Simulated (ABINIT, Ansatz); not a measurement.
Given: the input of a run of Ansatz 0.2.0 on InPd. Atoms were shifted at random by some hundredths of an Å from the given cell, which wasn't relaxed again for these runs. The cell comes from a database or a generator and needn't be the stable form of this composition.

The input input.yaml:

```yaml
crystal:
  lattice:
    - [0.0, 2.74607, 2.74607]
    - [2.74607, 0.0, 2.74607]
    - [2.74607, 2.74607, 0.0]
  atoms:
    - { symbol: In, position: [-0.00458, -0.002768, -0.008048] }
    - { symbol: Pd, position: [0.503403, 0.501042, 0.505881] }
hamiltonian:
  xc: pbe
  pseudopotentials: { kind: paw, azcp: { folder: soft_1 } }
kpoints:
  mp_grid: { grid: [8, 8, 8] }
scf:
  occupations: { method: fermi_dirac, width: 0.05 }
output:
  forces: true
  stress: true
  eigenvalues: true
```

Potentials or basis: Ansatz PAW soft_1.

Launch:

```sh
$ ansatz run input.yaml --threads 1 --pin off --max-ram 3584MiB --backend cpu --events-out ev --progress --plain --runs-dir out
```

Question: Set up the same calculation for ABINIT 10.8.3 (patched build). Potentials or basis there: JTH PAW PBE v2.0, cutoff 599 eV.

Answer: As run (cutoffs and basis follow the program's own potentials, and thresholds, step limits or extra output files can differ):

File run.abi:

```
# Pseudopotentials
pp_dirpath "./"
pseudos "In.GGA_PBE-JTH.xml, Pd.GGA_PBE-JTH.xml"

# Structure
acell 3*1.0 Angstrom
rprim
     0.0000000000     2.7460700000     2.7460700000
     2.7460700000     0.0000000000     2.7460700000
     2.7460700000     2.7460700000     0.0000000000
ntypat 2
znucl 49 46
natom 2
typat 1 2
xcart
    -0.0297014931    -0.0346773720    -0.0201781224
     2.7650810426     2.7715645139     2.7582762812 Angstrom
chkprim 0
chksymtnons 0
tolsym 1.0e-6

# Plane-wave basis
ecut 22.0
pawecutdg 44.0
pawxcdev 0

# k points
kptopt 1
ngkpt 8 8 8
nshiftk 1
shiftk 0.0 0.0 0.0

# Exchange and correlation
ixc 11

# Bands and occupations
nband 20
occopt 3
tsmear 0.00183747

# SCF cycle
nstep 100
tolvrs 1.0e-9

# Output
iomode 3
prtwf 0
prtden 0
prteig 0
prtebands 0
```

Potentials or basis: JTH PAW PBE v2.0.

Run with:

```console
$ abinit run.abi > log 2>&1
```

Both were run:

|  | Ansatz | ABINIT |
| --- | --- | --- |
| Pressure | 0.4 GPa | 0.4 GPa |
| Largest force | 0.387 eV/Å | 0.385 eV/Å |
| Energy over the undisturbed cell | 8.1 meV/atom | 8.1 meV/atom |

Ansatz's pressure holds a Pulay term of +0.04 GPa for its cutoff of 420 eV, which the other run lacks.

Where Ansatz's input types no cutoff or centring, it takes its own default and a Γ-centred mesh.

Pressure is positive in compression.
